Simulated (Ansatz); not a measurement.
## CoPtO2 in Ansatz: the effect of fixed moment

CoPtO2:

```
Pt Co O
1.0
     1.41227    0.81537    5.93939
    -1.41227    0.81537    5.93939
     0.00000   -1.63075    5.93939
Pt Co O
1 1 2
Direct
  0.00000 0.00000 0.00000
  0.50000 0.50000 0.50000
  0.11224 0.11224 0.11224
  0.88776 0.88776 0.88776
```

The cell is a database's computed one.

Alike in all runs:

* Program: Ansatz 0.2.0
* Task: single point
* Functional: PBEsol
* Potentials or basis: Ansatz PAW
* Cutoff: 420 eV (not typed: the program's choice for these potentials)
* k mesh: 9 × 9 × 9
* Occupations: fermi-dirac, width 0.05 eV

| fixed moment | spin | starting moments | energy over the lowest run (meV/atom) | pressure (GPa) | largest force (eV/Å) |
| --- | --- | --- | --- | --- | --- |
| 0 | collinear spin, program default start | - | 0.0 | -4.0 | 0.03 |
| 0.5 | collinear spin, ferromagnetic start | [0.0, 0.5, 0.0, 0.0] μB | 37.3 | -2.3 | 0.01 |
| 1 | collinear spin, ferromagnetic start | [0.0, 1.0, 0.0, 0.0] μB | 92.6 | 0.6 | 0.24 |
| 1.5 | collinear spin, ferromagnetic start | [0.0, 1.5, 0.0, 0.0] μB | 149.5 | 3.7 | 0.62 |
| 2 | collinear spin, ferromagnetic start | [0.0, 2.0, 0.0, 0.0] μB | 205.5 | 7.0 | 1.12 |
| 2.5 | collinear spin, ferromagnetic start | [0.0, 2.5, 0.0, 0.0] μB | ? | ? | ? |
| 3 | collinear spin, ferromagnetic start | [0.0, 3.0, 0.0, 0.0] μB | 310.0 | 13.1 | 2.19 |
| 4 | collinear spin, ferromagnetic start | [0.0, 4.0, 0.0, 0.0] μB | 437.6 | 18.8 | 2.83 |

**Question.** What does the run with fixed moment 2.5 give?

**Answer.** Energy over the lowest run 257.9 meV/atom; pressure 10.1 GPa; largest force 1.66 eV/Å.

Worked out: A parabola through the other rows of the energy over the lowest run, of slope 114 meV/atom per unit of fixed moment there, gives 256.6 meV/atom, against the run's 257.9. A parabola through the other rows of the pressure, of slope 6.03 GPa per unit of fixed moment there, gives 9.7 GPa, against the run's 10.1. A parabola through the other rows of the largest force, of slope 0.858 eV/Å per unit of fixed moment there, gives 1.48 eV/Å, against the run's 1.66.

Caveats: the total moment is fixed, so each spin has its own Fermi level; the PAW data sets come from PBE, with cores solved anew for the run's functional, which leaves a small shift of forces and pressure; the thresholds are loose for stress; a cell with one magnetic atom can't hold antiferromagnetic order, which such compounds often take (some runs); forces of over 1 eV/Å show positions far from the minimum, so gaps and moduli don't describe the material at rest (some runs).
